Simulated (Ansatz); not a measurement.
Worked example: C3H8O + AuSH → C3H8S + AuOH

Species: C3H8O (1-propanol) `CCCO`, singlet; AuSH `[SH][Au]`, singlet; C3H8S (1-propanethiol) `CCCS`, singlet; AuOH `[OH][Au]`, singlet. The partners trade OH for SH: C–OH and Au–SH bonds give way to C–SH and Au–OH.

Shapes, held fixed at every level: PBE0-D4/def2-TZVP. Flexible molecules stand in one conformer, not always the lowest. Programs: Ansatz 0.2.0. Electronic energies: no zero-point or thermal term.

At CCSD(T)/def2-TZVPP; 1 Eh = 2625.50 kJ/mol:

| species | energy (Eh) |
| --- | --- |
| C3H8O | -194.040333 |
| AuSH | -533.729532 |
| C3H8S | -516.647279 |
| AuOH | -211.078616 |

Work out ΔE of the reaction at this level.


1. Products less reactants: (-516.647279) + (-211.078616) − [(-194.040333) + (-533.729532)] = 0.043970 Eh = +115.4 kJ/mol.

Other levels give +111.7 (wB97X-V/def2-TZVPP) to +137.3 kJ/mol (HF/def2-TZVPP). No measured value is set beside it here. T1 is large for AuSH, AuOH, so single-reference values are less sure there. For atoms past krypton def2 sets carry core potentials with scalar relativity. Correlated rows may include outer-core shells of Au, which these sets cover unevenly.
